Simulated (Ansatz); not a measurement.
Runs of Ansatz 0.2.0 on Na2S. It takes space group Fm-3m (No. 225, cubic). The conventional cell has a = 6.547 Å, b = 6.547 Å, c = 6.547 Å, α = 90.00°, β = 90.00°, γ = 90.00°. S (site symmetry m-3m) is surrounded by 8 Na at 2.83 Å. Na (site symmetry -43m) has 4 S at 2.83 Å as nearest neighbours. 

```tsv
task	level	potentials or basis	k mesh	cutoff (eV)	smearing	basis error allowed	gap on the mesh (eV)	pressure (GPa)	V0 of scaled cells (Å³/atom)	B0 (GPa)
band structure	PBEsol	all-electron LAPW, non-relativistic	7 × 7 × 7	143	fermi-dirac 0.05 eV	0.002 eV/atom	2.41	-0.6	-	-
single point	PBE	all-electron LAPW, scalar-relativistic	4 × 4 × 4	144	fermi-dirac 0.03 eV	0.002 eV/atom	2.48	0.3	-	-
single point	PBEsol	all-electron LAPW, scalar-relativistic	7 × 7 × 7	157	fermi-dirac 0.05 eV	0.001 eV/atom	2.36	-0.6	-	-
band structure	LDA	all-electron LAPW, scalar-relativistic	7 × 7 × 7	144	fermi-dirac 0.05 eV	0.002 eV/atom	(a)	-2.1	-	-
equation of state	PBEsol	all-electron LAPW, scalar-relativistic	7 × 7 × 7	-	fermi-dirac 0.05 eV	0.001 eV/atom	-	-	22.90	29
single point	PBE	all-electron LAPW, scalar-relativistic	7 × 7 × 7	157	fermi-dirac 0.05 eV	0.001 eV/atom	2.48	0.3	-	-
equation of state	PBE	all-electron LAPW, scalar-relativistic	7 × 7 × 7	-	fermi-dirac 0.05 eV	0.001 eV/atom	-	-	(b)	28
band structure	PBE	all-electron LAPW, scalar-relativistic	7 × 7 × 7	144	fermi-dirac 0.05 eV	0.002 eV/atom	2.48	0.3	-	-
```

Alike in all rows: no spin polarisation; cell as given.

Question: Fill in the values left out.

Answer: (a) 2.24; (b) 23.62.

Caveats: an odd mesh through Γ misses points on the zone boundary, where band edges often lie (some runs).

Not every run made on this cell is shown here.
